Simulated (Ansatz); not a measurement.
# ZrN (Fm-3m) in Ansatz: notebook

The runs below take ZrN through single point, with PBE.

Program: Ansatz 0.2.0. These are calculated values, not measurements. Logs are shortened: lines on timing, memory, paths and dates and some standing lists are left out, and cuts for length are marked.

## Step 1: The crystal as given

It takes space group Fm-3m (No. 225, cubic). Conventional cell: a = 4.600 Å, b = 4.600 Å, c = 4.600 Å, α = 90.00°, β = 90.00°, γ = 90.00°. Zr (site symmetry m-3m) is surrounded by 6 N at 2.30 Å. N (site symmetry m-3m) has 6 Zr at 2.30 Å as nearest neighbours.

## Step 2: Single point, PBE

input.yaml reads:

```yaml
crystal:
  lattice:
    - [0.0, 2.3, 2.3]
    - [2.3, 0.0, 2.3]
    - [2.3, 2.3, 0.0]
  atoms:
    - { symbol: Zr, position: [0.5, 0.5, 0.5] }
    - { symbol: "N", position: [0.0, 0.0, 0.0] }
hamiltonian:
  xc: pbe
  pseudopotentials: { kind: paw }
kpoints:
  mp_grid: { grid: [10, 10, 10] }
scf:
  occupations: { method: gaussian, width: 0.013 }
output:
  forces: true
  stress: true
  eigenvalues: true
```

Potentials or basis: Ansatz PAW.

Started as:

```console
$ ansatz run input.yaml --threads 2 --pin off --max-ram 5632MiB --backend cpu --events-out ev --progress --plain --runs-dir out
```

The program printed:

```text
Warning: RAYON_NUM_THREADS=2 ignored (pool sized by the plan → 2); use --threads N
Engine: ansatz 0.2.0, aarch64-unknown-linux-gnu
Pseudopotentials: kind: paw
Pseudopotential: Zr, paw, valence charge 12, recommended cutoff 420 eV (normal), Zr.paw.azcp
Pseudopotential: N, paw, valence charge 5, recommended cutoff 420 eV (normal), N.paw.azcp
Functional definition: PBE
  parameter kappa = 0.804
  parameter beta = 0.06672455060314922
  exchange = pbe_x(kappa = kappa, mu = beta*pi^2/3)
  correlation = pbe_c(beta = beta)
Crystal: 2 atoms, lattice volume = 24.334 Å³
Basis set: ecut = 420 eV, 531 PW (Γ), exchange–correlation on 48×48×48 points (8 copies of the dense FFT grid, shifted against one another)
Bands: 13, of which v1, the nominal top of the filled ones, is band 9 counted from 1 (8 counted from 0)
Symmetry: 48 space group operations
Space group: Fm-3m (ITA 225), of the structure as read, at distance tolerance 2.9e-5 Å
k-points: 47 of 1000
Non-local potential: Zr, projectors of the file, l = 0: 3, l = 1: 2, l = 2: 2, l = 3: 2
Non-local potential: N, projectors of the file, l = 0: 2, l = 1: 2, l = 2: 1
PAW form: soft (Blöchl's): semilocal exchange-correlation on the pseudo side does not see the compensation charge
PAW one-centre angular grid: Zr, 590 points (default); XC on 64 Gauss nodes
PAW one-centre angular grid: N, 110 points (default); XC on 64 Gauss nodes
Initial density: superposition of atomic densities (neutral atoms: chi_scale 0, normalization atom), corrected by the library's trained network
Initial wavefunctions: pseudopotential atomic-orbital guess
Functional: x = pbe(κ = 0.804, μ = 0.2195149727645171), c = pbe(β = 0.06672455060314922)
SCF iter   1: F=—  HF=-4571.306124 eV  |F-HF|=—  |Δ(HF+E_count)|=         —  Δρ=7.77e-4  dr2=7.02e-5  ethr=1.77e-3  ⟨swp⟩=5.7  Hψ=3090  notcnv=0
preconditioner: auto → none  [insulator: Δε(μ)=0.014 eV  Ē_g=18.798 eV  σ=0.013 eV  W_gap=0.56  n_scr=8 (ndim 8)  ℏωp=29.2 eV  f_vac=0.000  D(μ)=2.29/eV (n_scr^D=26)  ε∞_Penn≈3.4]
SCF iter   2: F=—  HF=-4571.305947 eV  |F-HF|=—  |Δ(HF+E_count)|=   1.77e-4  Δρ=3.14e-4  dr2=6.13e-6  ethr=4.13e-7  ⟨swp⟩=2.1  Hψ=1506  notcnv=0  defer=9
SCF iter   3: F=—  HF=-4571.305975 eV  |F-HF|=—  |Δ(HF+E_count)|=   2.84e-5  Δρ=1.18e-4  dr2=8.34e-7  ethr=3.61e-8  ⟨swp⟩=2.0  Hψ=818  notcnv=0  defer=9
iter 4 did not close the SCF: its close was put off for the readings that it lacked (scf_convergence_deferred on its scf_iter line)
SCF iter   4: F=-4571.305980 eV  HF=-4571.305980 eV  |F-HF|=5.29e-9  |Δ(HF+E_count)|=   4.53e-6  Δρ=1.33e-5  dr2=2.67e-8  ethr=4.90e-9  ⟨swp⟩=2.0  Hψ=815  notcnv=0  defer=9
iter 5 did not close the SCF: its close was put off for the readings that it lacked (scf_convergence_deferred on its scf_iter line)
SCF iter   5: F=-4571.305980 eV  HF=-4571.305980 eV  |F-HF|=1.77e-10  |Δ(HF+E_count)|=   5.72e-9  Δρ=3.10e-6  dr2=1.12e-9  ethr=1.57e-10  ⟨swp⟩=2.0  Hψ=941  notcnv=0  defer=9
SCF iter   6: F=-4571.305980 eV  HF=-4571.305980 eV  |F-HF|=7.28e-12  |Δ(HF+E_count)|=  1.72e-10  Δρ=2.57e-7  dr2=3.32e-12  ethr=6.56e-12  ⟨swp⟩=1.9  Hψ=2048  notcnv=0
SCF 1 converged in 6 iterations: F = -4571.305980 eV  dr2 = 3.32e-12
SCF converged after 6 iterations
Free energy (F): -4571.305980 eV
Harris-Foulkes:  -4571.305980 eV  (|F-HF|=7.28e-12)
Internal energy: -4571.305787 eV  (E = F + TS)
E sigma→0 (E₀):  -4571.305883 eV
Entropy (-TS):   -0.000192 eV (-0.096 meV/atom)
Fermi energy:    17.534597 eV
--- Per-component energies (eV) ---
  E_band       = -28.998660
  E_kinetic    = 466.907155
  E_local      = -628.599603  (includes V_loc(G=0)·N_el)
  E_nonlocal   = 123.165175
  E_hartree    = 189.146154
  E_xc         = -224.089969
  E_vxc        = -270.508412  (∫ρ·V_xc dr)
  E_paw        = -3080.393758  (= ΣΔE_a)
  E_vpaw       = -98.255408  (= ΣTr[D̂ρ^β])
  E_aug_tail   = 0.000114  (compensation charges beyond the density's cutoff)
  E_ewald      = -1417.441055
  E_smearing   = -0.000192  (= −TS)
  E_closure    = 0.000000  (closes the sum)
  Σ components = -4571.305980   (vs F -4571.305980, Δ=0.00e0)
--- Forces (eV/Å), atoms counted from 1 ---
  atom   1  Zr     0.00000000    -0.00000000     0.00000000
  atom   2  N     -0.00000000    -0.00000000    -0.00000000
  max |Σ_I F_I| component: 3.62e-29 eV/Å
--- Stress (GPa, compression-positive) ---
       -0.862163       0.000000      -0.000000
        0.000000      -0.862163       0.000000
        0.000000       0.000000      -0.862163
  P = ⅓ Tr σ = -0.8622 GPa (-8.622 kbar)
--- Band table (eV; the first three rows and the last of 47) ---
  k-point 0: bands = ["-32.1032", "-9.7363", "-9.7363", "-9.7363", "1.2512", "14.8433", "14.8433", "14.8433", "17.1071", "17.1071", "17.1071", "19.0650", "19.0650"]
  k-point 1: bands = ["-32.0904", "-9.8550", "-9.7450", "-9.7450", "1.4475", "14.0604", "14.3151", "14.3151", "17.3621", "17.3942", "17.3942", "19.7611", "19.7611"]
  k-point 2: bands = ["-32.0568", "-10.1524", "-9.7680", "-9.7680", "1.9625", "12.6162", "13.3717", "13.3717", "17.8065", "18.0990", "18.0990", "21.2892", "21.2892"]
  k-point 46: bands = ["-31.9236", "-10.4454", "-10.2761", "-10.1359", "2.3118", "12.2784", "12.7595", "12.8329", "17.4913", "19.5180", "21.9760", "21.9823", "23.2565"]
```

Run time: 0.74 s. Hardware: 2 threads of Arm Neoverse V1, shared host; peak memory 0.28 GiB.

What came out:

- Free energy: -4571.3060 eV
- Pressure: -0.9 GPa
- Band gap on the k mesh: none (metal or under the smearing width)

Caveat: the pressure holds a Pulay correction of +0.4 GPa for the finite cutoff.

## Step 3: Single point, PBE

Edit input.yaml of step 2 so:

```diff
@@ -14,3 +14,3 @@
 scf:
-  occupations: { method: gaussian, width: 0.013 }
+  occupations: { method: gaussian, width: 0.014 }
 output:
@@ -19 +19,5 @@
   eigenvalues: true
+  write_density: true
+  write_potential: true
+  elf: true
+  volumetric_format: npy
```

Potentials or basis: Ansatz PAW.

Started as:

```console
$ ansatz run input.yaml --threads 2 --pin off --max-ram 5632MiB --backend cpu --events-out ev --progress --plain --runs-dir out
```

Run time: 0.92 s. Hardware: 2 threads of Arm Neoverse V1, shared host; peak memory 0.29 GiB.

Results (log left out):

```
Free energy            : -4571.3060 eV
Pressure               : -0.9 GPa
Band gap on the k mesh : none (metal or under the smearing width)
```

Levels at points of the mesh, in eV from the Fermi level:
| k point | band 7 | band 8 | band 9 | band 10 | band 11 | band 12 |
| --- | --- | --- | --- | --- | --- | --- |
| (0.00, 0.00, 0.00) | -2.69 | -2.69 | -0.43 | -0.43 | -0.43 | 1.53 |
| (0.00, 0.00, -0.50) | -5.69 | -5.69 | 2.94 | 3.00 | 3.00 | 4.67 |
| (0.00, -0.50, -0.50) | -3.47 | -3.20 | -3.20 | 3.29 | 4.43 | 4.43 |

Caveat: the pressure holds a Pulay correction of +0.4 GPa for the finite cutoff.

## Step 4: Single point, PBE

Edit input.yaml of step 3 so:

```diff
@@ -14,3 +14,3 @@
 scf:
-  occupations: { method: gaussian, width: 0.014 }
+  occupations: { method: gaussian, width: 0.015 }
 output:
@@ -19,5 +19 @@
   eigenvalues: true
-  write_density: true
-  write_potential: true
-  elf: true
-  volumetric_format: npy
```

Started as:

```console
$ ansatz run input.yaml --threads 2 --pin off --max-ram 5632MiB --backend cpu --events-out ev --progress --plain --runs-dir out
```

It took 0.74 s on 2 threads of Arm Neoverse V1, shared host; peak memory 0.28 GiB.

Results (log left out):

```yaml
Free_energy: -4571.3060 eV
Pressure: -0.9 GPa
Band_gap_on_the_k_mesh: none (metal or under the smearing width)
```

Levels at points of the mesh, in eV from the Fermi level:
| k point | band 7 | band 8 | band 9 | band 10 | band 11 | band 12 |
| --- | --- | --- | --- | --- | --- | --- |
| (0.00, 0.00, 0.00) | -2.69 | -2.69 | -0.43 | -0.43 | -0.43 | 1.53 |
| (0.00, 0.00, -0.50) | -5.69 | -5.69 | 2.94 | 3.00 | 3.00 | 4.67 |
| (0.00, -0.50, -0.50) | -3.47 | -3.20 | -3.20 | 3.29 | 4.43 | 4.43 |

Caveat: the pressure holds a Pulay correction of +0.4 GPa for the finite cutoff.

## Step 5: Single point, PBE

Edit input.yaml of step 4 so:

```diff
@@ -14,3 +14,3 @@
 scf:
-  occupations: { method: gaussian, width: 0.015 }
+  occupations: { method: gaussian, width: 0.016 }
 output:
```

Started as:

```console
$ ansatz run input.yaml --threads 2 --pin off --max-ram 5632MiB --backend cpu --events-out ev --progress --plain --runs-dir out
```

It took 0.74 s on 2 threads of Arm Neoverse V1, shared host; peak memory 0.28 GiB.

It converged, with:

| Item | Value |
| --- | --- |
| Free energy | -4571.3060 eV |
| Pressure | -0.9 GPa |
| Band gap on the k mesh | none (metal or under the smearing width) |

Levels at points of the mesh, in eV from the Fermi level:
```csv
k point,band 6,band 7,band 8,band 9,band 10,band 11,band 12,band 13
"(0.00, 0.00, 0.00)",-2.69,-2.69,-2.69,-0.43,-0.43,-0.43,1.53,1.53
"(0.00, 0.00, -0.50)",-7.65,-5.69,-5.69,2.94,3.00,3.00,4.67,7.57
"(0.00, -0.50, -0.50)",-4.61,-3.47,-3.20,-3.20,3.29,4.43,4.43,4.81
```

Caveat: the pressure holds a Pulay correction of +0.4 GPa for the finite cutoff.

## Step 6: Single point, PBE

Edit input.yaml of step 5 so:

```diff
@@ -14,3 +14,3 @@
 scf:
-  occupations: { method: gaussian, width: 0.016 }
+  occupations: { method: gaussian, width: 0.017 }
 output:
```

Potentials or basis: Ansatz PAW.

Started as:

```console
$ ansatz run input.yaml --threads 2 --pin off --max-ram 5632MiB --backend cpu --events-out ev --progress --plain --runs-dir out
```

The program printed:

```text
Warning: RAYON_NUM_THREADS=2 ignored (pool sized by the plan → 2); use --threads N
[... 9 set-up lines as earlier in the session ...]
Crystal: 2 atoms, lattice volume = 24.334 Å³
Basis set: ecut = 420 eV, 531 PW (Γ), exchange–correlation on 48×48×48 points (8 copies of the dense FFT grid, shifted against one another)
Bands: 13, of which v1, the nominal top of the filled ones, is band 9 counted from 1 (8 counted from 0)
[... 2 set-up lines as earlier in the session ...]
k-points: 47 of 1000
[... 8 set-up lines as earlier in the session ...]
SCF iter   1: F=—  HF=-4571.306191 eV  |F-HF|=—  |Δ(HF+E_count)|=         —  Δρ=7.75e-4  dr2=6.99e-5  ethr=1.77e-3  ⟨swp⟩=5.7  Hψ=3090  notcnv=0
preconditioner: auto → none  [metal: Δε(μ)=0.014 eV  Ē_g=18.798 eV  σ=0.017 eV  W_gap=0.44  n_scr=8 (ndim 8)  ℏωp=29.2 eV  f_vac=0.000  D(μ)=1.96/eV (n_scr^D=14)  sad-step TF]
SCF iter   2: F=—  HF=-4571.306009 eV  |F-HF|=—  |Δ(HF+E_count)|=   1.82e-4  Δρ=3.60e-4  dr2=1.46e-5  ethr=4.11e-7  ⟨swp⟩=2.1  Hψ=1449  notcnv=0  defer=1
SCF iter   3: F=—  HF=-4571.306043 eV  |F-HF|=—  |Δ(HF+E_count)|=   3.36e-5  Δρ=1.14e-4  dr2=2.44e-6  ethr=8.57e-8  ⟨swp⟩=2.4  Hψ=807  notcnv=0  defer=1
SCF iter   4: F=—  HF=-4571.306043 eV  |F-HF|=—  |Δ(HF+E_count)|=   4.55e-7  Δρ=2.97e-5  dr2=1.90e-7  ethr=1.44e-8  ⟨swp⟩=2.3  Hψ=931  notcnv=0  defer=1
iter 5 did not close the SCF: its close was put off for the readings that it lacked (scf_convergence_deferred on its scf_iter line)
SCF iter   5: F=-4571.306043 eV  HF=-4571.306043 eV  |F-HF|=8.25e-10  |Δ(HF+E_count)|=   5.17e-8  Δρ=4.03e-6  dr2=2.56e-9  ethr=1.12e-9  ⟨swp⟩=2.0  Hψ=994  notcnv=0  defer=1
SCF iter   6: F=-4571.306043 eV  HF=-4571.306043 eV  |F-HF|=2.16e-10  |Δ(HF+E_count)|=   2.19e-9  Δρ=1.43e-6  dr2=3.36e-10  ethr=1.51e-11  ⟨swp⟩=2.9  Hψ=2016  notcnv=0
SCF 1 converged in 6 iterations: F = -4571.306043 eV  dr2 = 3.36e-10
SCF converged after 6 iterations
Free energy (F): -4571.306043 eV
Harris-Foulkes:  -4571.306043 eV  (|F-HF|=2.16e-10)
Internal energy: -4571.305760 eV  (E = F + TS)
E sigma→0 (E₀):  -4571.305902 eV
Entropy (-TS):   -0.000283 eV (-0.141 meV/atom)
Fermi energy:    17.533763 eV
--- Per-component energies (eV) ---
  E_band       = -28.999994
  E_kinetic    = 466.906588
  E_local      = -628.598325  (includes V_loc(G=0)·N_el)
  E_nonlocal   = 123.165412
  E_hartree    = 189.145182
  E_xc         = -224.089979
  E_vxc        = -270.508409  (∫ρ·V_xc dr)
  E_paw        = -3080.393697  (= ΣΔE_a)
  E_vpaw       = -98.255350  (= ΣTr[D̂ρ^β])
  E_aug_tail   = 0.000114  (compensation charges beyond the density's cutoff)
  E_ewald      = -1417.441055
  E_smearing   = -0.000283  (= −TS)
  E_closure    = -0.000000  (closes the sum)
  Σ components = -4571.306043   (vs F -4571.306043, Δ=0.00e0)
--- Forces (eV/Å), atoms counted from 1 ---
  atom   1  Zr     0.00000000    -0.00000000    -0.00000000
  atom   2  N     -0.00000000    -0.00000000     0.00000000
  max |Σ_I F_I| component: 3.89e-29 eV/Å
--- Stress (GPa, compression-positive) ---
       -0.860232      -0.000000       0.000000
       -0.000000      -0.860232      -0.000000
        0.000000      -0.000000      -0.860232
  P = ⅓ Tr σ = -0.8602 GPa (-8.602 kbar)
--- Band table (eV; the first three rows and the last of 47) ---
  k-point 0: bands = ["-32.1033", "-9.7363", "-9.7363", "-9.7363", "1.2511", "14.8432", "14.8432", "14.8432", "17.1071", "17.1071", "17.1071", "19.0650", "19.0650"]
  k-point 1: bands = ["-32.0905", "-9.8551", "-9.7451", "-9.7451", "1.4474", "14.0603", "14.3150", "14.3150", "17.3620", "17.3942", "17.3942", "19.7610", "19.7610"]
  k-point 2: bands = ["-32.0569", "-10.1525", "-9.7680", "-9.7680", "1.9624", "12.6161", "13.3716", "13.3716", "17.8064", "18.0990", "18.0990", "21.2892", "21.2892"]
  k-point 46: bands = ["-31.9237", "-10.4455", "-10.2762", "-10.1360", "2.3117", "12.2783", "12.7594", "12.8329", "17.4912", "19.5180", "21.9760", "21.9822", "23.2564"]
```

Wall time 0.74 s (2 threads of Arm Neoverse V1, shared host); peak memory 0.28 GiB.

Results:

* Free energy: -4571.3060 eV
* Pressure: -0.9 GPa
* Band gap on the k mesh: none (metal or under the smearing width)

Caveat: the pressure holds a Pulay correction of +0.4 GPa for the finite cutoff.

## Step 7: The runs side by side

```tsv
smearing	gap on the mesh (eV)	pressure (GPa)
gaussian 0.013 eV	none	-0.9
gaussian 0.014 eV	none	-0.9
gaussian 0.015 eV	none	-0.9
gaussian 0.016 eV	none	-0.9
gaussian 0.017 eV	none	-0.9
```

Alike in all rows: task single point; level PBE; potentials or basis Ansatz PAW; no spin polarisation; cell as given; k mesh 10 × 10 × 10; cutoff (eV) 420.

Every run on the cell as given and a fine mesh finds a metal.

Absolute energies hang on the potentials; compare differences alone.
